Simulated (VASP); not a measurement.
# CdTe (F-43m) in VASP: settings compared

One crystal, CdTe, is run at these levels: HSE06, HSE03, PBE0; tasks: band structure.

Program: VASP 6.6.1. These are calculated values, not measurements. Logs are shortened: lines on timing, memory, paths and dates and some standing lists are left out, and cuts for length are marked.

**Measured values to compare with.**

A printed reference work, data compilation reports, for a bulk crystal of CdTe at 0 K: band gap 1.607 eV.

The runs below are set against these values where they give the same quantity.

## (1) The structure

Symmetry: F-43m, No. 216, cubic system. Conventional cell: a = 6.410 Å, b = 6.410 Å, c = 6.410 Å, α = 90.00°, β = 90.00°, γ = 90.00°. Te (site symmetry -43m) is surrounded by 4 Cd at 2.78 Å. Cd (site symmetry -43m) has 4 Te at 2.78 Å as nearest neighbours.

## (2) Band structure, HSE06

POSCAR

```
CdTe
1.0
    0.0000000000      3.2050000000      3.2050000000
    3.2050000000      0.0000000000      3.2050000000
    3.2050000000      3.2050000000      0.0000000000
Te Cd
1 1
Direct
    0.7500000000      0.7500000000      0.7500000000
    0.0000000000      0.0000000000      0.0000000000
```

INCAR.step1

```
PREC = Accurate
ENCUT = 520
EDIFF = 1E-5
ISMEAR = 0
SIGMA = 0.02
LREAL = F
LASPH = T
NELM = 80
ALGO = Normal
ISIF = 2
LWAVE = T
LCHARG = F
GGA = PE
KPAR = 4
```

INCAR.step2

```
PREC = Accurate
ENCUT = 520
EDIFF = 1E-7
ISMEAR = 0
SIGMA = 0.02
LREAL = F
LASPH = T
NELM = 80
ALGO = Normal
ISIF = 2
LWAVE = F
LCHARG = F
GGA = PE
LHFCALC = T
HFSCREEN = 0.2
PRECFOCK = Fast
ISTART = 1
KPAR = 4
```

KPOINTS

```
Automatic mesh
0
Gamma
  6 6 6
```

KPOINTS_OPT

```
path GXWKGLUWLK,UX
10
line-mode
reciprocal
 0.0000000000  0.0000000000  0.0000000000  G
 0.5000000000  0.0000000000  0.5000000000  X

 0.5000000000  0.0000000000  0.5000000000  X
 0.5000000000  0.2500000000  0.7500000000  W

 0.5000000000  0.2500000000  0.7500000000  W
 0.3750000000  0.3750000000  0.7500000000  K

 0.3750000000  0.3750000000  0.7500000000  K
 0.0000000000  0.0000000000  0.0000000000  G

 0.0000000000  0.0000000000  0.0000000000  G
 0.5000000000  0.5000000000  0.5000000000  L

 0.5000000000  0.5000000000  0.5000000000  L
 0.6250000000  0.2500000000  0.6250000000  U

 0.6250000000  0.2500000000  0.6250000000  U
 0.5000000000  0.2500000000  0.7500000000  W

 0.5000000000  0.2500000000  0.7500000000  W
 0.5000000000  0.5000000000  0.5000000000  L

 0.5000000000  0.5000000000  0.5000000000  L
 0.3750000000  0.3750000000  0.7500000000  K

 0.6250000000  0.2500000000  0.6250000000  U
 0.5000000000  0.0000000000  0.5000000000  X
```

Potentials or basis: VASP PAW PBE potentials, release 64 (Te, Cd).

Started as:

```console
> cat potpaw_PBE.64/Te/POTCAR potpaw_PBE.64/Cd/POTCAR > POTCAR
> cp INCAR.step1 INCAR
> mpirun -np 4 vasp_std > vasp.out
> cp INCAR.step2 INCAR
> mpirun -np 4 vasp_std > vasp.out
```

OUTCAR:

```text
PREC = Accurate
   ENCUT = 520
   EDIFF = 1E-7
   ISMEAR = 0
   LREAL = F
   LASPH = T
   NELM = 80
   ISIF = 2
   GGA = PE
   LHFCALC = T
   HFSCREEN = 0.2
   PRECFOCK = Fast
   ISTART = 1

 ion  position               nearest neighbor table
   1  0.750  0.750  0.750-   2 2.78   2 2.78   2 2.78   2 2.78
   2  0.000  0.000  0.000-   1 2.78   1 2.78   1 2.78   1 2.78

  LATTYP: Found a face centered cubic cell.
 ALAT       =     6.4100000000

  Lattice vectors:

 A1 = (   0.0000000000,   3.2050000000,   3.2050000000)
 A2 = (   3.2050000000,   0.0000000000,   3.2050000000)
 A3 = (   3.2050000000,   3.2050000000,   0.0000000000)

Analysis of symmetry for initial positions (statically):
=====================================================================
 Subroutine PRICEL returns:
 Original cell was already a primitive cell.

 Routine SETGRP: Setting up the symmetry group for a
 face centered cubic supercell.

 Subroutine GETGRP returns: Found 24 space group operations
 (whereof 24 operations were pure point group operations)
 out of a pool of 48 trial point group operations.

The static configuration has the point symmetry T_d .

Analysis of symmetry for dynamics (positions and initial velocities):
=====================================================================
 Subroutine PRICEL returns:
 Original cell was already a primitive cell.

 Routine SETGRP: Setting up the symmetry group for a
 face centered cubic supercell.

 Subroutine GETGRP returns: Found 24 space group operations
 (whereof 24 operations were pure point group operations)
 out of a pool of 48 trial point group operations.

The dynamic configuration has the point symmetry T_d .

 Subroutine INISYM returns: Found 24 space group operations
 (whereof 24 operations are pure point group operations),
 and found     1 'primitive' translations

----------------------------------------------------------------------------------------

                                     Primitive cell

  volume of cell :      65.8437

  direct lattice vectors                    reciprocal lattice vectors
     0.000000000  3.205000000  3.205000000    -0.156006240  0.156006240  0.156006240
     3.205000000  0.000000000  3.205000000     0.156006240 -0.156006240  0.156006240
     3.205000000  3.205000000  0.000000000     0.156006240  0.156006240 -0.156006240

  length of vectors
     4.532554467  4.532554467  4.532554467     0.270210734  0.270210734  0.270210734

  position of ions in fractional coordinates (direct lattice)
     0.750000000  0.750000000  0.750000000
     0.000000000  0.000000000  0.000000000

  ion indices of the primitive-cell ions
   primitive index   ion index
                 1           1
                 2           2

----------------------------------------------------------------------------------------

 KPOINTS: Automatic mesh

Automatic generation of k-mesh.
 Grid dimensions read from file:
 generate k-points for:    6    6    6

 Generating k-lattice:

  Cartesian coordinates                     Fractional coordinates (reciprocal lattice)
    -0.026001040  0.026001040  0.026001040     0.166666667  0.000000000  0.000000000
     0.026001040 -0.026001040  0.026001040     0.000000000  0.166666667  0.000000000
     0.026001040  0.026001040 -0.026001040     0.000000000  0.000000000  0.166666667

  Length of vectors
     0.045035122  0.045035122  0.045035122

  Shift w.r.t. Gamma in fractional coordinates (k-lattice)
     0.000000000  0.000000000  0.000000000

 Subroutine IBZKPT returns following result:
 ===========================================

 Found     16 irreducible k-points:

 Following reciprocal coordinates:
            Coordinates               Weight
  0.000000  0.000000  0.000000      1.000000
  0.166667  0.000000  0.000000      8.000000
  0.333333  0.000000  0.000000      8.000000
  0.500000  0.000000  0.000000      4.000000
  0.166667  0.166667  0.000000      6.000000
  0.333333  0.166667  0.000000     24.000000
[... 8 lines left out ...]
 -0.333333  0.333333  0.166667     24.000000
[... 43 lines left out ...]

 E-fermi :   2.2629     XC(G=0):  -7.2713

 val. band max:        2.1347683931   @ k =   0.0000   0.0000   0.0000
 cond. band min:       3.8050094638   @ k =   0.0000   0.0000   0.0000
 fundamental gap:      1.6702410707
 Fermi energy:         2.2628508629

 k-point     1 :       0.0000    0.0000    0.0000
  band No.  band energies     occupation
      1     -10.2270      2.00000
      2      -7.5671      2.00000
      3      -7.5671      2.00000
      4      -7.5671      2.00000
      5      -7.2768      2.00000
      6      -7.2768      2.00000
      7       2.1348      2.00000
      8       2.1348      2.00000
      9       2.1348      2.00000
     10       3.8050      0.00000
     11       7.6005      0.00000
     12       7.6005      0.00000
     13       7.6005      0.00000

 k-point     2 :       0.1667    0.0000    0.0000
  band No.  band energies     occupation
      1     -10.1149      2.00000
      2      -7.5468      2.00000
      3      -7.5468      2.00000
      4      -7.4622      2.00000
      5      -7.2782      2.00000
      6      -7.2782      2.00000
      7       0.3151      2.00000
      8       1.8760      2.00000
      9       1.8760      2.00000
     10       4.8725      0.00000
     11       7.7504      0.00000
     12       7.9792      0.00000
     13       7.9792      0.00000

 k-point     3 :       0.3333    0.0000    0.0000
  band No.  band energies     occupation
      1      -9.9003      2.00000
      2      -7.5115      2.00000
      3      -7.5115      2.00000
      4      -7.2746      2.00000
      5      -7.2746      2.00000
      6      -7.1110      2.00000
      7      -1.8369      2.00000
      8       1.4400      2.00000
      9       1.4400      2.00000
     10       4.9273      0.00000
     11       8.2591      0.00000
     12       8.2591      0.00000
     13       9.4551      0.00000
[... 177 lines left out ...]
 k-point    15 :      -0.3333    0.3333    0.1667
  band No.  band energies     occupation
      1      -9.7117      2.00000
      2      -7.4536      2.00000
      3      -7.4382      2.00000
      4      -7.3045      2.00000
      5      -7.2745      2.00000
      6      -6.6010      2.00000
      7      -2.4923      2.00000
      8      -0.5709      2.00000
      9       0.3152      2.00000
     10       6.8487      0.00000
     11       7.5426      0.00000
     12       8.9264      0.00000
     13      10.3974      0.00000

 k-point    16 :      -0.3333    0.5000    0.1667
  band No.  band energies     occupation
      1      -9.6826      2.00000
      2      -7.4237      2.00000
      3      -7.4211      2.00000
      4      -7.3300      2.00000
      5      -7.2641      2.00000
      6      -6.5346      2.00000
      7      -2.5359      2.00000
      8      -0.3960      2.00000
      9      -0.2731      2.00000
     10       6.6358      0.00000
     11       6.8274      0.00000
     12       9.8787      0.00000
     13      10.1562      0.00000

------------------------ aborting loop because EDIFF is reached ----------------------------------------

  FORCE on cell =-STRESS in cart. coord.  units (eV):
  Direction    XX          YY          ZZ          XY          YZ          ZX
  --------------------------------------------------------------------------------------
  -------------------------------------------------------------------------------------
  Total        1.3602045      1.3602045      1.3602045     -0.0000000      0.0000000      0.0000000
  in kB       33.0979188     33.0979188     33.0979188     -0.0000000      0.0000000      0.0000000
  external PRESSURE =      33.0979188 kB  Pullay stress =       0.0000000 kB

 VOLUME and BASIS-vectors are now :
 -----------------------------------------------------------------------------
  energy-cutoff  :      520.00
  volume of cell :       65.84
      direct lattice vectors                 reciprocal lattice vectors
     0.000000000  3.205000000  3.205000000    -0.156006240  0.156006240  0.156006240
     3.205000000  0.000000000  3.205000000     0.156006240 -0.156006240  0.156006240
     3.205000000  3.205000000  0.000000000     0.156006240  0.156006240 -0.156006240

 POSITION                                       TOTAL-FORCE (eV/Angst)
 -----------------------------------------------------------------------------------
      4.80750      4.80750      4.80750        -0.000000      0.000000      0.000000
      0.00000      0.00000      0.00000         0.000000     -0.000000     -0.000000
 -----------------------------------------------------------------------------------
    total drift:                                0.000002      0.000001      0.000001

  FREE ENERGIE OF THE ION-ELECTRON SYSTEM (eV)
  ---------------------------------------------------
  free  energy   TOTEN  =        -6.0093583521 eV

  energy  without entropy=       -6.0093583521  energy(sigma->0) =       -6.00935835
```

It took 20 min on 4 MPI ranks of Intel Xeon 6975P-C (Granite Rapids), shared host; peak memory 0.4 GiB.

What came out:

```yaml
Free_energy: -6.0094 eV
Pressure: 3.3 GPa
Band_gap_on_the_k_mesh: 1.67 eV, direct
Band_gap_along_the_path: 1.67 eV, direct
```

Levels at the corners of the path, in eV from the valence-band top:
```csv
point,band 5,band 6,band 7,band 8,band 9,band 10,band 11,band 12,band 13
Γ,-9.41,-9.41,0.00,0.00,0.00,1.67,5.47,5.47,5.47
X,-9.38,-8.74,-4.79,-2.13,-2.13,3.21,3.47,10.21,10.58
X,-9.38,-8.74,-4.79,-2.13,-2.13,3.21,3.47,10.21,10.58
W,-9.41,-8.65,-4.62,-2.66,-2.49,5.42,5.45,6.53,7.13
W,-9.41,-8.65,-4.62,-2.66,-2.49,5.42,5.45,6.53,7.13
K,-9.40,-8.69,-4.66,-2.91,-1.76,3.65,5.48,8.42,8.62
K,-9.40,-8.69,-4.66,-2.91,-1.76,3.65,5.48,8.42,8.62
Γ,-9.41,-9.41,0.00,0.00,0.00,1.67,5.47,5.47,5.47
Γ,-9.41,-9.41,0.00,0.00,0.00,1.67,5.47,5.47,5.47
L,-9.40,-8.94,-4.96,-0.88,-0.88,2.67,6.06,6.06,8.02
L,-9.40,-8.94,-4.96,-0.88,-0.88,2.67,6.06,6.06,8.02
U,-9.40,-8.69,-4.66,-2.91,-1.76,3.65,5.48,8.42,8.62
U,-9.40,-8.69,-4.66,-2.91,-1.76,3.65,5.48,8.42,8.64
W,-9.41,-8.65,-4.62,-2.66,-2.49,5.42,5.45,6.53,7.13
W,-9.41,-8.65,-4.62,-2.66,-2.49,5.42,5.45,6.53,7.13
L,-9.40,-8.94,-4.96,-0.88,-0.88,2.67,6.06,6.06,8.02
L,-9.40,-8.94,-4.96,-0.88,-0.88,2.67,6.06,6.06,8.02
K,-9.40,-8.69,-4.66,-2.91,-1.76,3.65,5.48,8.42,8.62
U,-9.40,-8.69,-4.66,-2.91,-1.76,3.65,5.48,8.42,8.63
X,-9.38,-8.74,-4.79,-2.13,-2.13,3.21,3.47,10.22,10.58
```

Caveat: the PAW data sets were made with another functional, which shifts forces and pressure a little; spin-orbit coupling is left out, which moves the levels of the heavy elements.

## (3) Band structure, HSE03

POSCAR is that of step 2.

INCAR.step1 is that of step 2.

INCAR.step2, as its differences from that of step 2:

```diff
@@ -14,3 +14,3 @@
 LHFCALC = T
-HFSCREEN = 0.2
+HFSCREEN = 0.3
 PRECFOCK = Fast
```

KPOINTS is that of step 2.

KPOINTS_OPT is that of step 2.

Potentials or basis: VASP PAW PBE potentials, release 64 (Te, Cd).

Started as:

```console
> cat potpaw_PBE.64/Te/POTCAR potpaw_PBE.64/Cd/POTCAR > POTCAR
> cp INCAR.step1 INCAR
> mpirun -np 4 vasp_std > vasp.out
> cp INCAR.step2 INCAR
> mpirun -np 4 vasp_std > vasp.out
```

Wall time 21 min (4 MPI ranks of Intel Xeon 6975P-C (Granite Rapids), shared host); peak memory 0.42 GiB.

Results (log left out):

| Property | Result |
| --- | --- |
| Free energy | -5.7855 eV |
| Pressure | 3.5 GPa |
| Band gap on the k mesh | 1.49 eV, direct |
| Band gap along the path | 1.49 eV, direct |

Levels at the corners of the path, in eV from the valence-band top:
```tsv
point	band 7	band 8	band 9	band 10	band 11	band 12
Γ	0.00	0.00	0.00	1.49	5.26	5.26
X	-4.71	-2.09	-2.09	3.02	3.27	9.96
X	-4.71	-2.09	-2.09	3.02	3.27	9.96
W	-4.55	-2.61	-2.45	5.18	5.24	6.31
W	-4.55	-2.61	-2.45	5.18	5.24	6.31
K	-4.58	-2.86	-1.73	3.45	5.26	8.19
K	-4.58	-2.86	-1.73	3.45	5.26	8.19
Γ	0.00	0.00	0.00	1.49	5.26	5.26
Γ	0.00	0.00	0.00	1.49	5.26	5.26
L	-4.87	-0.87	-0.87	2.47	5.84	5.84
L	-4.87	-0.87	-0.87	2.47	5.84	5.84
U	-4.58	-2.86	-1.73	3.45	5.26	8.19
U	-4.58	-2.86	-1.73	3.45	5.26	8.19
W	-4.55	-2.61	-2.45	5.18	5.24	6.31
W	-4.55	-2.61	-2.45	5.18	5.24	6.31
L	-4.87	-0.87	-0.87	2.47	5.84	5.84
L	-4.87	-0.87	-0.87	2.47	5.84	5.84
K	-4.58	-2.86	-1.73	3.45	5.26	8.19
U	-4.58	-2.86	-1.73	3.45	5.26	8.19
X	-4.71	-2.09	-2.09	3.02	3.27	9.97
```

Caveat: the PAW data sets were made with another functional, which shifts forces and pressure a little; spin-orbit coupling is left out, which moves the levels of the heavy elements.

## (4) Band structure, PBE0

POSCAR is that of step 3.

INCAR.step1 is that of step 3.

INCAR.step2, as its differences from that of step 3:

```diff
@@ -14,5 +14,6 @@
 LHFCALC = T
-HFSCREEN = 0.3
+AEXX = 0.25
 PRECFOCK = Fast
 ISTART = 1
+HFRCUT = -1
 KPAR = 4
```

KPOINTS is that of step 3.

KPOINTS_OPT is that of step 3.

Started as:

```console
> cat potpaw_PBE.64/Te/POTCAR potpaw_PBE.64/Cd/POTCAR > POTCAR
> cp INCAR.step1 INCAR
> mpirun -np 4 vasp_std > vasp.out
> cp INCAR.step2 INCAR
> mpirun -np 4 vasp_std > vasp.out
```

Run time: 20 min. Hardware: 4 MPI ranks of Intel Xeon 6975P-C (Granite Rapids), shared host; peak memory 0.32 GiB.

Results (log left out):

| Property | Result |
| --- | --- |
| Free energy | -6.5258 eV |
| Pressure | 3.2 GPa |
| Band gap on the k mesh | 2.26 eV, direct |
| Band gap along the path | 2.26 eV, direct |

Levels at the corners of the path, in eV from the valence-band top:
```
point  band 6  band 7  band 8  band 9  band 10  band 11  band 12  band 13
    Γ   -9.49    0.00    0.00    0.00     2.26     6.12     6.12     6.12
    X   -8.82   -4.88   -2.18   -2.18     3.83     4.11    10.89    11.27
    X   -8.82   -4.88   -2.18   -2.18     3.83     4.11    10.89    11.27
    W   -8.73   -4.71   -2.73   -2.56     6.10     6.10     7.20     7.79
    W   -8.73   -4.71   -2.73   -2.56     6.10     6.10     7.20     7.79
    K   -8.77   -4.75   -2.99   -1.80     4.28     6.15     9.10     9.30
    K   -8.77   -4.75   -2.99   -1.80     4.28     6.15     9.10     9.30
    Γ   -9.49    0.00    0.00    0.00     2.26     6.12     6.12     6.12
    Γ   -9.49    0.00    0.00    0.00     2.26     6.12     6.12     6.12
    L   -9.02   -5.06   -0.91   -0.91     3.29     6.72     6.72     8.67
    L   -9.02   -5.06   -0.91   -0.91     3.29     6.72     6.72     8.67
    U   -8.77   -4.75   -2.99   -1.80     4.28     6.15     9.09     9.30
    U   -8.77   -4.75   -2.99   -1.80     4.28     6.15     9.10     9.33
    W   -8.73   -4.71   -2.73   -2.56     6.10     6.10     7.20     7.79
    W   -8.73   -4.71   -2.73   -2.56     6.10     6.10     7.20     7.79
    L   -9.02   -5.06   -0.91   -0.91     3.29     6.72     6.72     8.67
    L   -9.02   -5.06   -0.91   -0.91     3.29     6.72     6.72     8.67
    K   -8.77   -4.75   -2.99   -1.80     4.28     6.15     9.09     9.30
    U   -8.77   -4.75   -2.99   -1.80     4.28     6.15     9.10     9.32
    X   -8.82   -4.88   -2.18   -2.18     3.83     4.11    10.90    11.27
```

Caveat: the PAW data sets were made with another functional, which shifts forces and pressure a little; spin-orbit coupling is left out, which moves the levels of the heavy elements.

## (5) The reference run

An earlier run on the cell as given: functional PBEsol; potentials or basis VASP PAW PBE potentials, release 64 (Te, Cd); cutoff 520 eV; k mesh 7 × 7 × 7; occupations fermi-dirac, width 0.05 eV; no spin polarisation.

- Pressure: 1.9 GPa
- Band gap on the k mesh: 0.76 eV, direct

## (6) Summary

| task | level | k mesh | smearing | ladder | grid for exact exchange (PRECFOCK) | screening parameter | exchange at q = 0 | gap on the mesh (eV) | pressure (GPa) |
| --- | --- | --- | --- | --- | --- | --- | --- | --- | --- |
| band structure | HSE06 | 6 × 6 × 6 | gaussian 0.02 eV | gaps | Fast | 0.2 1/A | - | 1.67 | 3.3 |
| band structure | HSE03 | 6 × 6 × 6 | gaussian 0.02 eV | gaps | Fast | - | - | 1.49 | 3.5 |
| band structure | PBE0 | 6 × 6 × 6 | gaussian 0.02 eV | gaps | Fast | - | truncated | 2.26 | 3.2 |
| single point | PBEsol | 7 × 7 × 7 | fermi-dirac 0.05 eV | free | - | - | - | 0.76 | 1.9 |

Alike in all rows: potentials or basis VASP PAW PBE potentials, release 64 (Te, Cd); no spin polarisation; cell as given; cutoff (eV) 520.

On the cell as given the gap runs from 0.76 eV (PBEsol) to 2.26 eV (PBE0); the meshes differ, which moves gaps too. The pressure there spans 1.9 GPa (PBEsol) to 3.5 GPa (HSE03); a positive pressure means that this level wants a larger cell, a negative one a smaller.

Caveats: the PAW data sets were made with another functional, which shifts forces and pressure a little; spin-orbit coupling is left out, which moves the levels of the heavy elements.

Absolute energies hang on the potentials; compare differences alone.

## (7) Against experiment

Step 2. A measured gap of CdTe is 1.607 eV (0 K; a printed reference work, data compilation); the calculated 1.67 eV misses it by +0.06 eV. Spin-orbit coupling on Cd, Te is left out. The value is that of HSE06, without temperature or zero-point motion.

Step 3. Measured gap of CdTe: 1.607 eV (0 K; a printed reference work, data compilation). This calculation gives 1.49 eV (-0.12 eV). Spin-orbit coupling on Cd, Te is left out. The value is that of HSE03, without temperature or zero-point motion.

Step 4. A measured gap of CdTe is 1.607 eV (0 K; a printed reference work, data compilation); the calculated 2.26 eV misses it by +0.65 eV. Spin-orbit coupling on Cd, Te is left out. The value is that of PBE0, without temperature or zero-point motion.
